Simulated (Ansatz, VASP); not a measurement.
## One calculation of Ta, two programs

```
CELL_PARAMETERS angstrom
-1.43210 1.43210 2.05006
1.43210 -1.43210 2.05006
1.43210 1.43210 -2.05006
ATOMIC_POSITIONS crystal
Ta 0.00000 0.00000 0.00000
```

Alike in both runs: task single point; functional PBE; k mesh 20 × 20 × 20; occupations gaussian, width 0.15 eV; no spin polarisation.

|  | VASP | Ansatz |
| --- | --- | --- |
| version | VASP 6.6.1 | Ansatz 0.2.0 |
| potentials or method | VASP PAW PBE potentials, release 64 (Ta_pv) | scalar-relativistic, plane waves, PAW |
| plane-wave cutoff (eV) | 520 | 420 |
| valence electrons in the cell | 11 | 13 |

|  | VASP | Ansatz | Ansatz less VASP |
| --- | --- | --- | --- |
| gap on the k mesh at the Fermi level (eV) | none | none | - |
| pressure (GPa) | 26.8 | 26.6 | -0.24 |
| largest component of the traceless stress (GPa) | 1.80 | 1.81 | +0.002 |

A gap of «none» marks a metal or a gap that the smearing closes. With one functional, cell and mesh, what is left measures potentials, basis and numerics. The two sets of potentials don't hold the same shells in valence.

Caveats: so large a pressure means that the cell lies far from this level's equilibrium, or that cutoff or potentials fall short (VASP). The runs have no spin-orbit coupling, so splittings on Ta are missing.
